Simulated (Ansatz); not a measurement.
CaSe: levels along high-symmetry lines

```
Ca Se
1.0
     5.02975    0.00000    0.00000
    -2.51488    4.35589    0.00000
     0.00000    0.00000    5.89286
Ca Se
2 2
Direct
  0.33333 0.66667 0.93811
  0.66667 0.33333 0.43811
  0.33333 0.66667 0.43789
  0.66667 0.33333 0.93789
```

Atom numbers follow the list: Ca1, Ca2, Se3, Se4.

The conventional cell has a = 5.030 Å, b = 5.030 Å, c = 5.893 Å, α = 90.00°, β = 90.00°, γ = 120.00°. Ca (atom 1) has 5 Se at 2.90 to 2.95 Å as nearest neighbours. Se (atom 3) has 5 Ca at 2.90 to 2.95 Å as nearest neighbours.

The structure comes from a relaxation in the same program, started in the wurtzite type, and has space group P6_3/mmc. Whether it is a known phase or the ground state wasn't checked. The relaxation left the symmetry of that type.

All numbers below come from DFT, PBE, all-electron LAPW, scalar-relativistic (Ansatz 0.2.0).

Sampling and basis: a Γ-centred 9×9×5 k mesh, Fermi–Dirac smearing of 0.05 eV, basis error target 1 meV/atom, no spin polarisation.

Points in fractions of the reciprocal vectors of this cell: Γ (0, 0, 0), M (0.5, 0, 0), K (0.333, 0.333, 0), A (0, 0, 0.5), L (0.5, 0, 0.5), H (0.333, 0.333, 0.5). The path joins them by straight lines in the order Γ–M–K–Γ–A–L–H–A–L; legs that retrace an earlier one aren't tabulated. Energies are in eV from the top of the valence band.

(1) Metal or insulator at this level of theory?

(2) Tabulate bands 30 to 37, counted from the lowest band of the run, along the path.

Results:

(1) An insulator or semiconductor: gap 2.48 eV, indirect from Γ to K (0.333, 0.333, 0).

(2) 
```json
{"k (1/Å)": "0.00", "point": "Γ", "band 30": "-1.53", "band 31": "-1.53", "band 32": "-1.03", "band 33": "-1.03", "band 34": "0.00", "band 35": "2.55", "band 36": "3.56", "band 37": "3.56"}
{"k (1/Å)": "0.18", "point": "", "band 30": "-1.62", "band 31": "-1.55", "band 32": "-1.16", "band 33": "-0.95", "band 34": "-0.12", "band 35": "2.96", "band 36": "3.46", "band 37": "3.63"}
{"k (1/Å)": "0.36", "point": "", "band 30": "-1.87", "band 31": "-1.58", "band 32": "-1.33", "band 33": "-0.76", "band 34": "-0.42", "band 35": "3.27", "band 36": "3.73", "band 37": "3.88"}
{"k (1/Å)": "0.54", "point": "", "band 30": "-1.70", "band 31": "-1.59", "band 32": "-1.41", "band 33": "-0.78", "band 34": "-0.58", "band 35": "3.11", "band 36": "3.55", "band 37": "3.73"}
{"k (1/Å)": "0.72", "point": "M", "band 30": "-1.59", "band 31": "-1.55", "band 32": "-1.43", "band 33": "-0.98", "band 34": "-0.50", "band 35": "3.06", "band 36": "3.29", "band 37": "3.71"}
{"k (1/Å)": "0.83", "point": "", "band 30": "-1.61", "band 31": "-1.53", "band 32": "-1.44", "band 33": "-1.00", "band 34": "-0.51", "band 35": "2.90", "band 36": "3.21", "band 37": "3.92"}
{"k (1/Å)": "0.93", "point": "", "band 30": "-1.65", "band 31": "-1.48", "band 32": "-1.48", "band 33": "-1.06", "band 34": "-0.53", "band 35": "2.68", "band 36": "3.07", "band 37": "4.29"}
{"k (1/Å)": "1.03", "point": "", "band 30": "-1.68", "band 31": "-1.54", "band 32": "-1.39", "band 33": "-1.15", "band 34": "-0.54", "band 35": "2.53", "band 36": "2.95", "band 37": "4.49"}
{"k (1/Å)": "1.14", "point": "K", "band 30": "-1.63", "band 31": "-1.63", "band 32": "-1.27", "band 33": "-1.27", "band 34": "-0.54", "band 35": "2.48", "band 36": "2.90", "band 37": "4.47"}
{"k (1/Å)": "1.35", "point": "", "band 30": "-1.76", "band 31": "-1.57", "band 32": "-1.42", "band 33": "-0.94", "band 34": "-0.57", "band 35": "2.65", "band 36": "3.14", "band 37": "4.45"}
{"k (1/Å)": "1.55", "point": "", "band 30": "-1.83", "band 31": "-1.76", "band 32": "-1.30", "band 33": "-0.72", "band 34": "-0.53", "band 35": "3.05", "band 36": "3.88", "band 37": "3.99"}
{"k (1/Å)": "1.76", "point": "", "band 30": "-1.62", "band 31": "-1.59", "band 32": "-1.18", "band 33": "-0.93", "band 34": "-0.16", "band 35": "3.08", "band 36": "3.42", "band 37": "3.67"}
{"k (1/Å)": "1.97", "point": "Γ", "band 30": "-1.53", "band 31": "-1.53", "band 32": "-1.03", "band 33": "-1.03", "band 34": "0.00", "band 35": "2.55", "band 36": "3.56", "band 37": "3.56"}
{"k (1/Å)": "2.10", "point": "", "band 30": "-1.52", "band 31": "-1.52", "band 32": "-1.07", "band 33": "-1.07", "band 34": "-0.30", "band 35": "2.71", "band 36": "3.67", "band 37": "3.67"}
{"k (1/Å)": "2.24", "point": "", "band 30": "-1.50", "band 31": "-1.50", "band 32": "-1.15", "band 33": "-1.15", "band 34": "-0.91", "band 35": "3.00", "band 36": "3.99", "band 37": "3.99"}
{"k (1/Å)": "2.37", "point": "", "band 30": "-1.50", "band 31": "-1.44", "band 32": "-1.44", "band 33": "-1.26", "band 34": "-1.26", "band 35": "3.34", "band 36": "4.19", "band 37": "4.45"}
{"k (1/Å)": "2.50", "point": "A", "band 30": "-1.91", "band 31": "-1.36", "band 32": "-1.36", "band 33": "-1.36", "band 34": "-1.36", "band 35": "3.74", "band 36": "3.74", "band 37": "4.95"}
{"k (1/Å)": "2.68", "point": "", "band 30": "-2.08", "band 31": "-1.34", "band 32": "-1.34", "band 33": "-1.26", "band 34": "-1.26", "band 35": "3.95", "band 36": "3.95", "band 37": "4.88"}
{"k (1/Å)": "2.86", "point": "", "band 30": "-2.35", "band 31": "-1.29", "band 32": "-1.29", "band 33": "-1.12", "band 34": "-1.12", "band 35": "4.12", "band 36": "4.12", "band 37": "4.76"}
{"k (1/Å)": "3.04", "point": "", "band 30": "-2.55", "band 31": "-1.23", "band 32": "-1.23", "band 33": "-1.05", "band 34": "-1.05", "band 35": "3.77", "band 36": "3.77", "band 37": "4.67"}
{"k (1/Å)": "3.22", "point": "L", "band 30": "-2.62", "band 31": "-1.21", "band 32": "-1.21", "band 33": "-1.03", "band 34": "-1.03", "band 35": "3.61", "band 36": "3.61", "band 37": "4.64"}
{"k (1/Å)": "3.33", "point": "", "band 30": "-2.61", "band 31": "-1.28", "band 32": "-1.28", "band 33": "-0.97", "band 34": "-0.97", "band 35": "3.58", "band 36": "3.58", "band 37": "4.70"}
{"k (1/Å)": "3.43", "point": "", "band 30": "-2.59", "band 31": "-1.40", "band 32": "-1.40", "band 33": "-0.90", "band 34": "-0.90", "band 35": "3.51", "band 36": "3.51", "band 37": "4.80"}
{"k (1/Å)": "3.54", "point": "", "band 30": "-2.57", "band 31": "-1.49", "band 32": "-1.49", "band 33": "-0.85", "band 34": "-0.85", "band 35": "3.45", "band 36": "3.45", "band 37": "4.83"}
{"k (1/Å)": "3.64", "point": "H", "band 30": "-2.57", "band 31": "-1.52", "band 32": "-1.52", "band 33": "-0.83", "band 34": "-0.83", "band 35": "3.42", "band 36": "3.42", "band 37": "4.82"}
{"k (1/Å)": "3.85", "point": "", "band 30": "-2.55", "band 31": "-1.44", "band 32": "-1.44", "band 33": "-0.89", "band 34": "-0.89", "band 35": "3.57", "band 36": "3.57", "band 37": "4.82"}
{"k (1/Å)": "4.06", "point": "", "band 30": "-2.41", "band 31": "-1.34", "band 32": "-1.34", "band 33": "-1.04", "band 34": "-1.04", "band 35": "4.01", "band 36": "4.01", "band 37": "4.77"}
{"k (1/Å)": "4.27", "point": "", "band 30": "-2.12", "band 31": "-1.34", "band 32": "-1.34", "band 33": "-1.23", "band 34": "-1.23", "band 35": "4.00", "band 36": "4.00", "band 37": "4.83"}
{"k (1/Å)": "4.47", "point": "A", "band 30": "-1.91", "band 31": "-1.36", "band 32": "-1.36", "band 33": "-1.36", "band 34": "-1.36", "band 35": "3.74", "band 36": "3.74", "band 37": "4.95"}
```
